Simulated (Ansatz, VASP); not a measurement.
## Two plane-wave programs on CsBr

INCAR

```
  PREC = Accurate
  ENCUT = 520
  EDIFF = 1E-8
  ISMEAR = 0
  SIGMA = 0.01
  LREAL = Auto
  LASPH = True
  NELM = 60
  ALGO = Fast
  ISIF = 2
  LWAVE = False
  LCHARG = False
  GGA = PE
  LEFG = True
  NBANDS = 78
```

Contents of KPOINTS:

```
Automatic mesh
0
Gamma
  3 3 3
```

Contents of POSCAR:

```
CsBr
1.0
    8.5720000000      0.0000000000      0.0000000000
    0.0000000000      8.5720000000      0.0000000000
    0.0000000000      0.0000000000      8.5720000000
Cs Br
8 8
Direct
    0.0000000000      0.0000000000      0.0000000000
    0.0000000000      0.0000000000      0.5000000000
    0.0000000000      0.5000000000      0.0000000000
    0.0000000000      0.5000000000      0.5000000000
    0.5000000000      0.0000000000      0.0000000000
    0.5000000000      0.0000000000      0.5000000000
    0.5000000000      0.5000000000      0.0000000000
    0.5000000000      0.5000000000      0.5000000000
    0.2500000000      0.2500000000      0.2500000000
    0.2500000000      0.2500000000      0.7500000000
    0.2500000000      0.7500000000      0.2500000000
    0.2500000000      0.7500000000      0.7500000000
    0.7500000000      0.2500000000      0.2500000000
    0.7500000000      0.2500000000      0.7500000000
    0.7500000000      0.7500000000      0.2500000000
    0.7500000000      0.7500000000      0.7500000000
```

Input for Ansatz:

```yaml
crystal:
  lattice:
    - [8.572, 0.0, 0.0]
    - [0.0, 8.572, 0.0]
    - [0.0, 0.0, 8.572]
  atoms:
    - { symbol: Cs, position: [0.0, 0.0, 0.0] }
    - { symbol: Cs, position: [0.0, 0.0, 0.5] }
    - { symbol: Cs, position: [0.0, 0.5, 0.0] }
    - { symbol: Cs, position: [0.0, 0.5, 0.5] }
    - { symbol: Cs, position: [0.5, 0.0, 0.0] }
    - { symbol: Cs, position: [0.5, 0.0, 0.5] }
    - { symbol: Cs, position: [0.5, 0.5, 0.0] }
    - { symbol: Cs, position: [0.5, 0.5, 0.5] }
    - { symbol: Br, position: [0.25, 0.25, 0.25] }
    - { symbol: Br, position: [0.25, 0.25, 0.75] }
    - { symbol: Br, position: [0.25, 0.75, 0.25] }
    - { symbol: Br, position: [0.25, 0.75, 0.75] }
    - { symbol: Br, position: [0.75, 0.25, 0.25] }
    - { symbol: Br, position: [0.75, 0.25, 0.75] }
    - { symbol: Br, position: [0.75, 0.75, 0.25] }
    - { symbol: Br, position: [0.75, 0.75, 0.75] }
kpoints:
  mp_grid: { grid: [3, 3, 3] }
scf:
  occupations: { method: fixed }
hamiltonian:
  xc: pbe
  pseudopotentials: { kind: paw }
output:
  forces: true
  efg:
    quadrupole_moments_barn: { Cs: -0.00343, Br: 0.2579 }
    contact_densities: true
  core_levels:
    shells: { Cs: "3d", Br: "3d" }
    counted_from: valence_top
    eps_inf: [3.072, 3.072, 3.072]
    add_spin: false
```

Alike in both runs: task electric field gradients; functional PBE; k mesh 3 × 3 × 3; no spin polarisation.

```csv
,VASP,Ansatz
version,VASP 6.6.1,Ansatz 0.2.0
potentials or method,"VASP PAW PBE potentials, release 64 (Cs_sv, Br)","plane-wave PAW, scalar-relativistic"
plane-wave cutoff (eV),520,420
occupations,"gaussian, width 0.01 eV",fixed
valence electrons in the cell,128,128
```

Ansatz gave:

| Item | Value |
| --- | --- |
| gap on the k mesh at the Fermi level (eV) | 4.53 |
| Vzz of the field gradient on the site that differs most (V/Å²) | 0.0 |

**Question.** Which values does VASP return?

**Answer.** gap on the k mesh at the Fermi level (eV): 4.52; Vzz of the field gradient on the site that differs most (V/Å²): 0.0.

Ansatz warned: «gradients_without_spin_orbit».

Caveats: spin-orbit coupling is left out, which moves the levels of the heavy elements.
